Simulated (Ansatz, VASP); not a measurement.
SiNi2 in VASP and in Ansatz

```
Si Ni
1.0
     3.92833    0.00000    0.00000
    -1.96416    3.40203    0.00000
     0.00000    0.00000    4.89162
Si Ni
2 4
Direct
  0.33333 0.66667 0.75000
  0.66667 0.33333 0.25000
  0.00000 0.00000 0.00000
  0.00000 0.00000 0.50000
  0.33333 0.66667 0.25000
  0.66667 0.33333 0.75000
```

Change from the starting cell: uniaxial strain along c, a, b and atoms relaxed: -2.0 %.

Alike in both runs: functional PBE; k mesh 12 × 12 × 8; occupations gaussian, width 0.1 eV; no spin polarisation.

Ansatz relaxed the structure, and its values are those at the end. VASP's run is a single point on that final structure, the one shown.

```csv
,VASP,Ansatz
version,VASP 6.6.1,Ansatz 0.2.0
potentials or method,"VASP PAW PBE potentials, release 64 (Si, Ni)","scalar-relativistic, plane waves, PAW"
plane-wave cutoff (eV),520,420
valence electrons in the cell,48,80
```

```tsv
	VASP	Ansatz	Ansatz less VASP
gap on the k mesh at the Fermi level (eV)	none	none	-
pressure (GPa)	2.0	2.1	+0.03
```

A gap of «none» marks a metal or a gap that the smearing closes. The two sets of potentials don't hold the same shells in valence. Ansatz warned: «symmetry_narrowed_by_cell_relaxation».

Spin polarisation is off, so any magnetic state and its effect on volume and gap are missing.
